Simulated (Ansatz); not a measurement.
# An inverse problem

Cell vectors (Å):

```
0.0000 3.2740 3.2740
3.2740 0.0000 3.2740
3.2740 3.2740 0.0000
```

| atom | a | b | c |
| --- | --- | --- | --- |
| Rb | 0.0000 | 0.0000 | 0.0000 |
| X | 0.5000 | 0.5000 | 0.5000 |

Method: PBEsol, all-electron LAPW in Ansatz 0.2.0, scalar-relativistic. k mesh 6×6×6, fixed occupations.

Harmonic phonons of a crystal by Kohn-Sham DFT at the given cell, standard atomic masses, acoustic sum rule imposed; negative wavenumbers are unstable modes.

| point | q a (r.l.u.) | q b (r.l.u.) | q c (r.l.u.) | branch | phonon wavenumber (cm⁻¹) |
| --- | --- | --- | --- | --- | --- |
| Gamma | 0 | 0 | 0 | 4 | 112.2 |
| L | 0.5 | 0 | 0 | 1 | 64.2 |
| L | 0.5 | 0 | 0 | 3 | 98.7 |
| L | 0.5 | 0 | 0 | 4 | 103.7 |
| L | 0.5 | 0 | 0 | 6 | 139.7 |
| X | 0.5 | 0.5 | 0 | 1 | 41.1 |
| X | 0.5 | 0.5 | 0 | 3 | 74.7 |
| X | 0.5 | 0.5 | 0 | 4 | 115.4 |
| X | 0.5 | 0.5 | 0 | 6 | 122.3 |

Question: All X atoms are one element. Which one was computed?

Answer: Cl; the crystal is RbCl (Fm-3m).

Caveats: no LO-TO term at the zone centre.
